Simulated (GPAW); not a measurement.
Set up this calculation in GPAW 26.7.0, as an ASE script.

```
Task                : phonons
Functional          : PBEsol
Potentials or basis : PAW data sets generated in the run's folder for this functional
Cutoff              : 510 eV
Basis               : pw
k mesh              : 7 × 7 × 5
Occupations         : fermi-dirac, width 0.05 eV
Spin                : no spin polarisation
Maxiter             : 150
Convergence         : density=1e-06 eigenstates=1e-09
Supercell           : 1 × 1 × 1
Supercell k mesh    : 7 × 7 × 5
Displacement        : 0.03
Relaxed first       : ions
```

The structure of Te2Pt (Moncheite) lies in Te2Pt.xyz:

```xyz
3
Lattice="4.0627692093 0.0000000000 0.0000000000 -2.0313846047 3.5184613450 0.0000000000 0.0000000000 0.0000000000 5.2694420593" Properties=species:S:1:pos:R:3 pbc="T T T"
Pt     0.0000000000      0.0000000000      0.0000000000
Te     2.0313846048      1.1728204482      3.9520815445
Te    -0.0000000002      2.3456408968      1.3173605148
```

These files were run (other wordings do the same):

run.py

```python
import json
import numpy as np
from ase import Atoms
from ase.constraints import FixSymmetry
from ase.io import read, write
from ase.optimize import BFGS
from phonopy import Phonopy
from phonopy.structure.atoms import PhonopyAtoms
from gpaw import GPAW, PW, setup_paths

setup_paths.insert(0, '.')

atoms = read('Te2Pt.xyz')

calc = GPAW(mode=PW(510),
            xc='PBEsol',
            kpts={'size': (7, 7, 5), 'gamma': True},
            occupations={'name': 'fermi-dirac', 'width': 0.05},
            nbands=26,
            convergence={'density': 1e-06, 'eigenstates': 1e-09},
            maxiter=150,
            txt='gpaw.txt')
atoms.calc = calc
atoms.set_constraint(FixSymmetry(atoms))
BFGS(atoms, trajectory='relax.traj', logfile='-').run(fmax=0.005, steps=40)
atoms.set_constraint()
energy = atoms.get_potential_energy()
forces = atoms.get_forces()
stress = atoms.get_stress()
calc.write('gs.gpw')
write('result.traj', atoms)
print('Cell:', atoms.cell.cellpar().round(4))
print(atoms.get_scaled_positions().round(5))

def force_constants(scale):
    unit = PhonopyAtoms(symbols=atoms.get_chemical_symbols(), cell=atoms.cell[:] * scale**(1 / 3),
                        scaled_positions=atoms.get_scaled_positions())
    ph = Phonopy(unit, supercell_matrix=np.diag([1, 1, 1]), primitive_matrix=np.eye(3), symprec=1e-4)
    ph.generate_displacements(distance=0.03)
    forces = []
    for i, sc in enumerate(ph.supercells_with_displacements):
        a = Atoms(sc.symbols, cell=sc.cell, scaled_positions=sc.scaled_positions, pbc=True)
        c = GPAW(mode=PW(510),
                 xc='PBEsol',
                 kpts={'size': (7, 7, 5), 'gamma': True},
                 occupations={'name': 'fermi-dirac', 'width': 0.05},
                 nbands=26,
                 convergence={'density': 1e-06, 'eigenstates': 1e-09},
                 maxiter=150,
                 txt=f'disp-{scale:.3f}-{i:02d}.txt')
        a.calc = c
        f = a.get_forces()
        forces.append(f - f.mean(axis=0))
        print(f'displacement {i}: drift', f.mean(axis=0).round(5), flush=True)
    ph.forces = forces
    ph.produce_force_constants()
    ph.symmetrize_force_constants()
    return ph

qpoints = [[0.0, 0.0, 0.0]]
results = {}
for scale in [1.0]:
    ph = force_constants(scale)
    ph.run_qpoints(qpoints)
    nu = ph.qpoints.frequencies * 33.35641  # THz to cm^-1
    results[f'{scale:.3f}'] = nu.tolist()
    for qp, f in zip(qpoints, nu):
        print(scale, np.round(qp, 4), f.round(2))
json.dump(results, open('phonons.json', 'w'))
```

Potentials or basis: PAW data sets generated in the run's folder for this functional, pw.

Command:

```bash
$ gpaw-setup -f PBEsol Pt Te
$ OMP_NUM_THREADS=1 python run.py
```

Results of the run:

```json
{"Pressure after relaxing": "-2.1 GPa", "Band gap on the k mesh": "none (metal or under the smearing width)", "Highest phonon frequency at Γ": "164 cm⁻¹"}
```

Caveat: the cutoff is short for stress and forces, so pressures can be off by a GPa or more.

Run time: 7 min on 1 thread of Intel(R) Xeon(R) Platinum 8488C (Sapphire Rapids), on a shared host, peak memory 0.75 GiB.
